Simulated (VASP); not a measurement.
Set up this calculation in VASP 6.6.1, as the native input.

- Task: single point
- Functional: r2SCAN
- Potentials or basis: VASP PAW PBE potentials, release 64 (K_sv, I)
- Cutoff: 520 eV
- k mesh: 6 × 6 × 6
- Occupations: gaussian, width 0.05 eV
- Spin: no spin polarisation
- Dipole correction: no
- Further INCAR settings: ALGO = Normal; EDIFF = 1e-06; NBANDS = 15

Crystal: KI.

```xyz
2
Lattice="0.0000 3.3483 3.5246 3.3483 0.0000 3.5246 3.3483 3.3483 0.0000" Properties=species:S:1:pos:R:3 pbc="T T T"
K     0.0000    0.0000    0.0000
I     3.3483    3.3483    3.5246
```

The cell isn't the ideal one: strain -0.050 along x and y, +0.000 along z, atoms carried along.

The input as run:

POSCAR

```
KI
1.0
    0.0000000000      3.3483225000      3.5245500000
    3.3483225000      0.0000000000      3.5245500000
    3.3483225000      3.3483225000      0.0000000000
K I
1 1
Direct
    0.0000000000      0.0000000000      0.0000000000
    0.5000000000      0.5000000000      0.5000000000
```

INCAR.step1

```
SYSTEM = KI
PREC     = Accurate       ! precision mode
ENCUT    = 520            ! plane-wave cutoff, eV
ISMEAR   = 0              ! smearing method
SIGMA    = 0.05           ! smearing width, eV
LREAL    = .FALSE.        ! projectors in reciprocal space
LASPH    = .TRUE.         ! aspherical terms in the spheres
NELM     = 100            ! most SCF steps
NBANDS   = 15             ! bands
GGA      = PE             ! functional
ALGO     = Normal         ! electronic algorithm
EDIFF    = 1E-4           ! SCF threshold, eV
LWAVE    = .TRUE.         ! write WAVECAR
LCHARG   = .FALSE.        ! write CHGCAR
```

INCAR.step2

```
SYSTEM = KI
PREC     = Accurate       ! precision mode
ENCUT    = 520            ! plane-wave cutoff, eV
EDIFF    = 1E-6           ! SCF threshold, eV
ISMEAR   = 0              ! smearing method
SIGMA    = 0.05           ! smearing width, eV
LREAL    = .FALSE.        ! projectors in reciprocal space
LASPH    = .TRUE.         ! aspherical terms in the spheres
NELM     = 100            ! most SCF steps
ALGO     = Normal         ! electronic algorithm
ISIF     = 2              ! what is computed and relaxed
LWAVE    = .FALSE.        ! write WAVECAR
LCHARG   = .FALSE.        ! write CHGCAR
METAGGA  = R2SCAN         ! meta-GGA
LMIXTAU  = .TRUE.       
NBANDS   = 15             ! bands
ISTART   = 1
```

KPOINTS

```
Automatic mesh
0
G
  6 6 6
  0 0 0
```

Potentials or basis: VASP PAW PBE potentials, release 64 (K_sv, I).

Launch:

```console
$ cat potpaw_PBE.64/K_sv/POTCAR potpaw_PBE.64/I/POTCAR > POTCAR
$ cp INCAR.step1 INCAR
$ mpirun -np 1 vasp_std > vasp.out
$ cp INCAR.step2 INCAR
$ mpirun -np 1 vasp_std > vasp.out
```

It gave:

* Pressure: 2.2 GPa
* Band gap on the k mesh: 4.88 eV, direct

Caveat: the PAW data sets were made with another functional, which shifts forces and pressure a little; spin-orbit coupling is left out, which moves the levels of the heavy elements.

It took 64 s on 1 thread of Intel(R) Xeon(R) Platinum 8559C (Emerald Rapids), on a shared host, peak memory 0.22 GiB.
